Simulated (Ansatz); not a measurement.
# RbCl (rocksalt type): how the settings move a single-point run

Question: which choices in the input matter for RbCl (rocksalt type)?

Computed with Ansatz 0.2.0 (reference: DFT, PBE, PAW with Ansatz's default frozen-core files, scalar-relativistic, unless a step's input says otherwise).

## Step 1: The starting structure

It takes space group Fm-3m (No. 225, cubic). The conventional cell has a = 4.935 Å, b = 4.935 Å, c = 4.935 Å, α = 90.00°, β = 90.00°, γ = 90.00°. Rb (site symmetry m-3m) has 6 Cl at 2.47 Å in its first shell of neighbours. Cl (site symmetry m-3m) has 6 Rb at 2.47 Å in its first shell of neighbours.

Coordinates:

```xyz
2
Lattice="0.0000 2.4675 2.4675 2.4675 0.0000 2.4675 2.4675 2.4675 0.0000" Properties=species:S:1:pos:R:3 pbc="T T T"
Rb    0.0000    0.0000    0.0000
Cl    2.4675    2.4675    2.4675
```

## Step 2: Reference

Contents of input.yaml:

```yaml
crystal:
  lattice:
    - [0.0, 2.4675371953, 2.4675371953]
    - [2.4675371953, 0.0, 2.4675371953]
    - [2.4675371953, 2.4675371953, 0.0]
  atoms:
    - { symbol: Rb, position: [0.0, 0.0, 0.0] }
    - { symbol: Cl, position: [0.5, 0.5, 0.5] }
kpoints:
  mp_grid: { grid: [13, 13, 13] }
  band_path:
    path:
      - [0.0, 0.0, 0.0]
      - [0.5, 0.0, 0.5]
      - [0.625, 0.25, 0.625]
      - [0.375, 0.375, 0.75]
      - [0.0, 0.0, 0.0]
      - [0.5, 0.5, 0.5]
      - [0.5, 0.25, 0.75]
      - [0.5, 0.0, 0.5]
    npoints: 8
scf:
  occupations: { method: fermi_dirac, width: 0.1 }
hamiltonian:
  xc: pbe
  pseudopotentials: { kind: paw }
output:
  forces: true
  stress: true
  eigenvalues: true
  populations: true
  dos: { projected: true, de: 0.2, e_range: [-14, 8] }
  write_density: true
  write_potential: true
  elf: true
  volumetric_format: npy
```

Started as:

```
ansatz run input.yaml --threads 1 --pin off --max-ram 2048MiB --backend cpu --events-out ev --progress --plain --runs-dir out
```

## Step 3: Variant: ecutrho_ratio 12

Changes to input.yaml since step 2:

```diff
@@ -31,6 +31,3 @@
   populations: true
-  dos: { projected: true, de: 0.2, e_range: [-14, 8] }
-  write_density: true
-  write_potential: true
-  elf: true
-  volumetric_format: npy
+basis:
+  ecutrho_ratio: 12
```

What does the calculation give? Wanted: for each run, ending; energy change; pressure; gap; force.

**Answer**, as computed:

| run | ending | energy change | pressure (GPa) | gap (eV) | force (eV/Å) | cycles | time |
| --- | --- | --- | --- | --- | --- | --- | --- |
| reference | converged | 0 | 124.2 | 1.11 | 0.00 | 6 | 3.7 s |
| 1: ecutrho_ratio 12 | converged | 0.0 meV/atom | 124.2 | 1.11 | 0.00 | 6 | 3.3 s |

Times don't compare one to one where runs were asked for different outputs or read a saved state (see the inputs); cycles may leave out searches for a lower state.

Residual by cycle in the longest SCF loop of each run; runs are numbered as in the table. The quantity is the density residual dr2, in eV.

```
cycle  reference    run 1
    1     0.0757   0.0758
    2    0.00239  0.00241
    3     2.4e-4   2.4e-4
    4     1.4e-5   1.4e-5
    5     5.2e-8   5.3e-8
    6    1.9e-10  1.2e-10
```

Changing the numerical grids leaves the energy as it was (0.0 meV/atom). The structure is not at rest: the sound run finds 124 GPa, so these are no properties of the relaxed crystal. 
